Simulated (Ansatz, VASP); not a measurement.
## One calculation of Ga, two programs

File INCAR:

```
PREC = Accurate
ENCUT = 520
EDIFF = 1E-6
ISMEAR = -1
SIGMA = 0.03
LREAL = False
LASPH = True
NELM = 100
ALGO = Normal
ISIF = 2
LWAVE = False
LCHARG = False
GGA = PS
NBANDS = 12
```

Contents of KPOINTS:

```
regular mesh
0
Gamma
  16 16 16
```

File POSCAR:

```
Ga
1.0
   -1.3676700000      1.4122500000      2.2290000000
    1.4122500000     -1.3676700000      2.2290000000
    1.3957500000      1.3957500000     -2.2009200000
Ga
1
Direct
    0.0000000000      0.0000000000      0.0000000000
```

Input for Ansatz:

```yaml
crystal:
  lattice:
    - [-1.36767, 1.41225, 2.229]
    - [1.41225, -1.36767, 2.229]
    - [1.39575, 1.39575, -2.20092]
  atoms:
    - { symbol: Ga, position: [0.0, 0.0, 0.0] }
kpoints:
  mp_grid: { grid: [16, 16, 16] }
  band_path:
    path:
      - [0.0, 0.0, 0.0]
      - [0.5, 0.5, -0.5]
      - [0.7957990378, 0.2042009622, -0.5]
      - [0.2042009622, -0.2042009622, -0.5]
      - [0.0, 0.0, -0.5]
      - [0.0, 0.0, 0.0]
      - [0.5, -0.5, 0.0]
      - [0.5, 0.0, -0.5]
      - [0.0, 0.0, 0.0]
    npoints: 5
scf:
  occupations: { method: fermi_dirac, width: 0.03 }
hamiltonian:
  xc: pbesol
  pseudopotentials: { kind: all_electron, lapw: { basis_error: 0.001 } }
output:
  forces: true
  stress: true
  eigenvalues: true
```

Change from the starting cell: equal xy, yz and zx shear strains of +2 %.

Alike in both runs: task single point; functional PBEsol; k mesh 16 × 16 × 16; occupations fermi-dirac, width 0.03 eV; no spin polarisation.

|  | VASP | Ansatz |
| --- | --- | --- |
| version | VASP 6.6.1 | Ansatz 0.2.0 |
| potentials or method | VASP PAW PBE potentials, release 64 (Ga_d) | all-electron LAPW, scalar-relativistic |
| plane-wave cutoff (eV) | 520 | see its input |

```tsv
	VASP	Ansatz	Ansatz less VASP
pressure (GPa)	0.7	0.6	-0.01
largest component of the traceless stress (GPa)	0.70	0.70	0.000
```

Ansatz ran all-electron here, so the differences hold the error of VASP's frozen core and of both bases.

Caveats: the PAW data sets were made with another functional, which shifts forces and pressure a little (VASP).
